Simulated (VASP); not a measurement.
A run of VASP 6.6.1:

INCAR

```
PREC     = Accurate       # precision mode
ENCUT    = 350            # plane-wave cutoff, eV
EDIFF    = 1E-5           # SCF threshold, eV
ISMEAR   = 0              # smearing method
SIGMA    = 0.03           # smearing width, eV
LREAL    = Auto         
LASPH    = T              # aspherical terms in the spheres
NELM     = 120            # most SCF steps
ALGO     = Normal         # electronic algorithm
ISIF     = 2              # what is computed and relaxed
LWAVE    = F              # write WAVECAR
LCHARG   = F              # write CHGCAR
ISPIN    = 2              # spin polarisation
MAGMOM   = 0 0 0 0 0 0 0 0 0 0 0 0.17 0.17 0.17 0 0 0 0 0 0.17 0.17 0.17 0 # initial moments
LORBIT   = 11             # projections on sites
LMAXMIX  = 4              # l up to which the mixer works
GGA      = PS             # functional
NELECT   = 195.0        
ISYM     = 0            
KPAR     = 4
```

KPOINTS

```
regular mesh
0
Gamma
  3 3 2
```

Contents of POSCAR:

```
W7S16                                   
1.0
    6.3064000000      0.0000000000      0.0000000000
   -3.1532000000      5.4615026064      0.0000000000
    0.0000000000      0.0000000000     12.3230000000
  W               S             
     7    16
Direct
     0.1820632679083213    0.8424451043524656    0.2500878015719276
     0.6566307932136140    0.3263343520306722    0.2486778753695550
     0.6566835742250469    0.8343581491562932    0.2517936619324169
     0.3332845257642703    0.1673375626145366    0.7499859640855825
     0.3331791046172321    0.6675693297302623    0.7505395163851368
     0.8335171168091846    0.1675112127821748    0.7502176304099311
     0.8335321268502158    0.6676031752190784    0.7502321025942920
     0.1668636678779216    0.3345185965962717    0.6229777249870081
     0.1667871260892977    0.8336341472712920    0.6228018139517127
     0.6672744403186786    0.3344469779881385    0.6230914968442393
     0.6660264179500385    0.8338665731755198    0.6228298810829455
     0.3102335952468509    0.1965051481446064    0.1405814411913144
     0.3588115919784943    0.7187117332628959    0.1103317904008907
     0.8336024721660196    0.1832668182590987    0.1282664618762918
     0.8388157193064252    0.6753182428968406    0.1271657545192211
     0.1667423909899786    0.3339649032642233    0.8774862746056665
     0.1666382545155524    0.8348690088792784    0.8776230154694372
     0.6662129815801491    0.3336682319223713    0.8776822647041812
     0.6671327329553297    0.8344213824363761    0.8773980422677784
     0.3550353900481163    0.1437892594372022    0.3889062807003747
     0.3080248206423782    0.6141269828625124    0.3582295546126072
     0.8250773693698695    0.1507252162672973    0.3745644133854196
     0.8389425195770047    0.6670978914505983    0.3731222370520626
```

Potentials or basis: VASP PAW PBE potentials, release 64 (W_sv, S).

Command:

```console
$ cat potpaw_PBE.64/W_sv/POTCAR potpaw_PBE.64/S/POTCAR > POTCAR
$ mpirun -np 4 vasp_std > vasp.out
```

Hardware: 4 MPI ranks on Intel(R) Xeon(R) Platinum 8488C (Sapphire Rapids) (shared host).

Estimate the wall time of this run.

Wall time 7.7 min on 4 MPI ranks on Intel(R) Xeon(R) Platinum 8488C (Sapphire Rapids), with other jobs on the host, peak memory 0.65 GiB a rank. Counts: scf iterations 16, k points 10.
